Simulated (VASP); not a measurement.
# LiH (Fm-3m) in VASP: a series of runs, part 2 of 2

VASP 6.6.1.

## 5. Relaxation of cell and atoms, PBE+D3(BJ)

Input file INCAR:

```
  PREC = Accurate
  ENCUT = 600
  EDIFF = 1E-7
  ISMEAR = 0
  SIGMA = 0.02
  LREAL = False
  LASPH = True
  NELM = 80
  ALGO = Normal
  ISIF = 3
  LWAVE = False
  LCHARG = False
  GGA = PE
  IVDW = 12
  IBRION = 2
  NSW = 90
  EDIFFG = -0.005
```

Input file KPOINTS:

```
Automatic mesh
0
Gamma
  10 10 10
```

Input file POSCAR:

```
LiH
1.0
    0.0000000000      2.0086193900      2.0086193900
    2.0086193900      0.0000000000      2.0086193900
    2.0086193900      2.0086193900      0.0000000000
Li H
1 1
Direct
    0.0000000000      0.0000000000      0.0000000000
    0.5000000000      0.5000000000      0.5000000000
```

Potentials or basis: VASP PAW PBE potentials, release 64 (Li_sv, H).

On the command line:

```bash
> cat potpaw_PBE.64/Li_sv/POTCAR potpaw_PBE.64/H/POTCAR > POTCAR
> mpirun -np 1 vasp_std > vasp.out
```

OUTCAR:

```text
PREC = Accurate
   ENCUT = 600
   EDIFF = 1E-7
   ISMEAR = 0
   LREAL = False
   LASPH = True
   NELM = 80
   ISIF = 3
   GGA = PE
   IVDW = 12
   IBRION = 2
   NSW = 90
   EDIFFG = -0.005
 IVDW          = 12

 ion  position               nearest neighbor table
   1  0.000  0.000  0.000-
   2  0.500  0.500  0.500-

  LATTYP: Found a face centered cubic cell.
 ALAT       =     4.0172387800

  Lattice vectors:

 A1 = (   0.0000000000,   2.0086193900,   2.0086193900)
 A2 = (   2.0086193900,   0.0000000000,   2.0086193900)
 A3 = (   2.0086193900,   2.0086193900,   0.0000000000)

Analysis of symmetry for initial positions (statically):
=====================================================================
 Subroutine PRICEL returns:
 Original cell was already a primitive cell.

 Routine SETGRP: Setting up the symmetry group for a
 face centered cubic supercell.

[... 287 lines left out ...]

 number of electron       4.0000004 magnetization

 Free energy of the ion-electron system (eV)
  ---------------------------------------------------
  ext. energy  EPLUGINS =         0.00000000
  ---------------------------------------------------
  free energy    TOTEN  =        -6.10826177 eV

  energy without entropy =       -6.10826177  energy(sigma->0) =       -6.10826177

 E-fermi :   0.7701     XC(G=0):  -8.8676

 val. band max:        0.6255459581   @ k =   0.5000   0.5000   0.0000
 cond. band min:       3.5146481706   @ k =   0.5000   0.5000   0.0000
 fundamental gap:      2.8891022125
 Fermi energy:         0.7701165237

 k-point     1 :       0.0000    0.0000    0.0000
  band No.  band energies     occupation
      1     -43.5814      2.00000
      2      -5.2271      2.00000
      3      18.1607      0.00000
      4      19.6550      0.00000
      5      19.6550      0.00000
      6      19.6550      0.00000
[... 199 lines left out ...]
 k-point    24 :       0.4000    0.3000    0.0000
  band No.  band energies     occupation
      1     -43.5083      2.00000
      2      -1.9462      2.00000
      3       7.6361      0.00000
      4      11.6209      0.00000
      5      13.0445      0.00000
      6      17.8190      0.00000

 [... further k-points ...]

------------------------ aborting loop because EDIFF is reached ----------------------------------------

 Edisp (eV)   -0.37112

 E8    (eV) :    -0.1363
[... 25 lines left out ...]
  FREE ENERGIE OF THE ION-ELECTRON SYSTEM (eV)
  ---------------------------------------------------
  free  energy   TOTEN  =        -6.4793845615 eV

  energy  without entropy=       -6.4793845615  energy(sigma->0) =       -6.47938456

 reached required accuracy - stopping structural energy minimisation
```

CONTCAR:

```text
LiH
   1.00000000000000
     0.0000000000000000    1.9332305302714106    1.9332305302714106
     1.9332305302714106    0.0000000000000000    1.9332305302714106
     1.9332305302714106    1.9332305302714106   -0.0000000000000000
  Li              H
     1     1
Direct
     0.0000000000000000    1.0000000000000000    1.0000000000000000
     0.5000000000000000    0.5000000000000000    0.5000000000000000

  0.00000000E+00  0.00000000E+00  0.00000000E+00
  0.00000000E+00  0.00000000E+00  0.00000000E+00
```

It took 11 s on 1 thread of Intel Xeon Platinum 8488C (Sapphire Rapids), shared host; peak memory 0.14 GiB.

Results:

* Free energy: -6.4794 eV
* Relaxed volume: 7.23 Å³/atom
* Relaxed cell: a = 2.734 Å, b = 2.734 Å, c = 2.734 Å, α = 60.00°, β = 60.00°, γ = 60.00°
* Space group after relaxing (to 0.05 Å): Fm-3m (No. 225)
* Energy gained by relaxing: 11.3 meV/atom
* Ionic steps: 4
* Pressure after relaxing: 0.1 GPa
* Band gap on the k mesh: 2.89 eV, direct
* Dispersion energy per atom: -0.186 eV

Step by step:
```tsv
step	energy change (eV)	largest force (eV/Å)	pressure (GPa)	volume (Å³)
1	0.0000	0.0000	-3.85	16.21
2	-0.0098	0.0000	-3.04	15.75
3	-0.0221	0.0000	-0.71	14.73
4	-0.0227	0.0000	0.06	14.45
```

Final structure:
```
CELL_PARAMETERS angstrom
0.00000 1.93323 1.93323
1.93323 0.00000 1.93323
1.93323 1.93323 0.00000
ATOMIC_POSITIONS crystal
Li 0.00000 0.00000 0.00000
H 0.50000 0.50000 0.50000
```

Levels at points of the mesh, in eV from the valence-band top:
| k point | band 1 | band 2 | band 3 | band 4 | band 5 | band 6 |
| --- | --- | --- | --- | --- | --- | --- |
| (0.00, 0.00, 0.00) | -44.21 | -5.85 | 17.54 | 19.03 | 19.03 | 19.03 |
| (0.50, 0.00, 0.00) | -44.14 | -2.96 | 5.19 | 14.63 | 17.52 | 17.52 |
| (0.50, 0.50, 0.00) | -44.12 | 0.00 | 2.89 | 11.36 | 11.36 | 14.66 |

Caveat: the cutoff is under 1.25 times the usual one of these potentials, so pressure, stress and relaxed cells hold a basis-set (Pulay) error. A k mesh can miss the band edges.

## 6. Relaxation of cell and atoms, PBEsol

INCAR: that of step 5 with these lines changed.

```diff
@@ -1,3 +1,3 @@
   PREC = Accurate
-  ENCUT = 600
+  ENCUT = 300
   EDIFF = 1E-7
@@ -12,4 +12,3 @@
   LCHARG = False
-  GGA = PE
-  IVDW = 12
+  GGA = PS
   IBRION = 2
```

KPOINTS is that of step 5.

POSCAR is that of step 5.

Potentials or basis: VASP PAW PBE potentials, release 64 (Li_sv, H).

On the command line:

```bash
> cat potpaw_PBE.64/Li_sv/POTCAR potpaw_PBE.64/H/POTCAR > POTCAR
> mpirun -np 1 vasp_std > vasp.out
```

It took 6.6 s on 1 thread of Intel Xeon Platinum 8488C (Sapphire Rapids), shared host; peak memory 0.11 GiB.

The run converged, but a check on its numbers failed (symmetry, net force, bounds or a known fault of this set-up), so they aren't taken as properties of the crystal.

Caveat: the cutoff lies under the usual one of these potentials, so the numbers hold a large basis-set error; the volume moved by over 15 % at a fixed basis, so the end points are rough; the PAW data sets were made with another functional, which shifts forces and pressure a little.

## 7. Summary

| level | potentials or basis | gap on the mesh (eV) | pressure (GPa) | relaxed volume (Å³/atom) |
| --- | --- | --- | --- | --- |
| PBEsol | VASP PAW PBE potentials, release 64 (Li_sv, H) | 2.72 | 0.0 | 7.84 |
| LDA | VASP PAW LDA potentials, release 64 (Li_sv, H) | 2.52 | 0.0 | 7.41 |
| PBE | VASP PAW PBE potentials, release 64 (Li_sv, H) | 2.97 | 0.0 | 7.99 |
| PBE+D3(BJ) | VASP PAW PBE potentials, release 64 (Li_sv, H) | 2.89 | 0.1 | 7.23 |

Alike in all rows: task relaxation of cell and atoms; no spin polarisation; cell relaxed; k mesh 10 × 10 × 10; cutoff (eV) 600; smearing gaussian 0.02 eV.

Caveats: the cutoff is under 1.25 times the usual one of these potentials, so pressure, stress and relaxed cells hold a basis-set (Pulay) error; the PAW data sets were made with another functional, which shifts forces and pressure a little (some runs).

Total energies depend on the potentials used, so only differences within one code and one set of settings carry meaning.
